Vibrations in silicon reach several hundred cm⁻¹, and the square of each frequency measures the stiffness that the motion meets, because all atoms have the same mass. The questions below ask how far springs between neighbouring atoms can explain that stiffness. The computed frequencies belong to two waves at the edge of the Brillouin zone, W (phonon q row 1) and X (phonon q row 2).

Harmonic phonon frequencies of diamond-structure silicon at a given volume of 20.16 Å³ per atom, from ABINIT 10.8.3 with PBEsol, PseudoDojo v0.4.1 standard scalar-relativistic norm-conserving potentials, a 381 eV plane-wave cutoff and a 4×4×4 k mesh with four shifts. Phonon q row 1 is W (0.5, 0.25, 0.75) and row 2 is X (0.5, 0, 0.5), in reciprocal lattice coordinates.

| row | phonon q row (row) | phonon frequency (cm⁻¹) |
| --- | --- | --- |
| 1 | 1 | 195.8 |
| 2 | 1 | 195.8 |
| 3 | 1 | 346.6 |
| 4 | 1 | 346.6 |
| 5 | 1 | 458.4 |
| 6 | 1 | 458.4 |
| 7 | 2 | 137.4 |
| 8 | 2 | 137.4 |
| 9 | 2 | 402.1 |
| 10 | 2 | 402.1 |
| 11 | 2 | 453.3 |
| 12 | 2 | 453.3 |

*Why are there only three different frequencies at each point?* Two atoms in the cell, each free to move in three directions, give six modes. Some symmetry operations of the diamond lattice combine a rotation or reflection with a shift by a fraction of the cell. At X and W these operations force the modes into pairs of equal frequency. The repeated values are therefore distinct motions, not duplicated entries.

*Which motion at X is the softest, and why?* It is the pair at 137 cm⁻¹, in which neighbouring planes slide sideways without stretching the bonds to first order. In the top pair at 453 cm⁻¹ the planes also slide sideways, but in a pattern that does stretch the bonds, and the stiffness it meets is about eleven times larger. Counting explains why such a soft pair exists: the cell has six ways to move but only four bonds, so at least two motions stretch no bond to first order. They change bond angles instead, and silicon resists bending much less than stretching.

*What would springs between nearest neighbours alone predict?* Let $a$ be the force constant of one bond for displacement and force along the same cubic axis, and $b$ the one that links two different axes. When one atom moves, its four bonds pull it back with $4a$, since the $b$ terms cancel. In the wave at X, two neighbours run a quarter cycle ahead and two a quarter cycle behind. Their $a$ terms cancel, while their $b$ terms add up to $4b$ for the two directions across the wave and to zero along it. With atomic mass $M$ and angular frequency $\omega$, this gives

$$M\omega^2 = 4a-4b,\quad 4a,\quad 4a+4b,$$

each twice. Springs that resist only stretching have $a=b$, and the lowest pair then falls to zero, as the counting requires.

*Does this prediction hold?* The middle square should be the average of the outer two, which for X gives

$$\sqrt{\frac{137.4^2+453.3^2}{2}}\approx 335\ \text{cm}^{-1}.$$

The computed middle pair lies at 402 cm⁻¹, so the model is 17% too low. At W the same recipe misses by less than 2%, but that success doesn't rescue the model. Summing the phases at W gives the same three expressions as at X, so the two points should share all their frequencies. Instead the lowest pair is 58 cm⁻¹ higher at W than at X.

*What do the forces beyond nearest neighbours change?* Between X and W they mostly change how the stiffness is shared among the modes. From X to W the square of the lowest frequency doubles and that of the middle one drops by about a quarter, yet the sum of all squares falls by only 4.5%. That sum can vary with the wave only through forces between atoms of the same sublattice, of which second neighbours are the closest. Resistance to bending is one source of forces beyond nearest neighbours, because an angle involves three atoms; the frequencies alone don't separate it from forces of longer range.

*What would change if silicon were replaced by germanium?* Consider first the mass alone, about 73 instead of 28 atomic units. With unchanged springs every frequency shrinks by $\sqrt{28/73}\approx 0.62$, which takes the lowest pair at X from 137 to 85 cm⁻¹. To judge this estimate, compare measurement with measurement: rough recalled values are 150 cm⁻¹ for silicon and 80 cm⁻¹ for germanium. Mass alone would take the first to about 93 cm⁻¹, so it accounts for most of the difference in this mode, and a lower stiffness for the rest. Mass alone can't reorder the modes, because it scales them all by the same factor; only a change in the springs could do that.

*Which digits can be trusted?* The tenths agree within each pair because symmetry demands it, which is no sign of accuracy. Rough recalled measurements at X lie about ten cm⁻¹ above all three computed values. The plane-wave cutoff is below the value recommended for this potential and too low for a reliable stress, so the run can't show whether the given volume is the equilibrium one. How much the functional, the cutoff, the k mesh and the volume each contribute to the difference is untested; repeating the run with a higher cutoff and a denser mesh would be the first step. The large shifts between X and W stand well clear of an error of this size, but the 5 cm⁻¹ difference between the top pairs doesn't.

*Why does the softest mode deserve the most caution?* Its stiffness is the small remainder $4a-4b$ of two large terms, even before the further forces enter. Suppose an error adds the same amount to every squared frequency at X, namely 1% of their mean. The lowest pair then rises by 4.6 cm⁻¹ and the top pair by only 1.4 cm⁻¹. The printed analysis after this text gives these shifts together with the tests of the spring model.

Output of the analysis:

```
lowest pair, W minus X (1/cm): 58.4
middle pair, W minus X (1/cm): -55.5
top pair, W minus X (1/cm): 5.1
top over lowest frequency at X: 3.299
top over lowest squared frequency at X: 10.88
top over lowest squared frequency at W: 5.481
top minus middle pair at X (1/cm): 51.2
sum of squared frequencies, W relative to X (percent): -4.519
middle pair at W from nearest-neighbour model (1/cm): 352.5
model minus computed, middle pair at W (1/cm): 5.869
middle pair at X from nearest-neighbour model (1/cm): 334.9
model minus computed, middle pair at X (1/cm): -67.17
model miss for middle pair at X (percent): -16.7
zone-centre optical estimate from sum at W (1/cm): 495.7
zone-centre optical estimate from sum at X (1/cm): 507.3
frequency factor for germanium mass with silicon springs: 0.6193
lowest pair at X with germanium mass only (1/cm): 85.1
middle pair at X with germanium mass only (1/cm): 249
top pair at X with germanium mass only (1/cm): 280.7
rise of lowest pair at X if all squares grow by 1 percent of their mean (1/cm): 4.606
rise of top pair at X for the same change (1/cm): 1.417
computed minus rough measured 150, lowest pair at X (1/cm): -12.6
computed minus rough measured 410, middle pair at X (1/cm): -7.9
computed minus rough measured 460, top pair at X (1/cm): -6.7
```
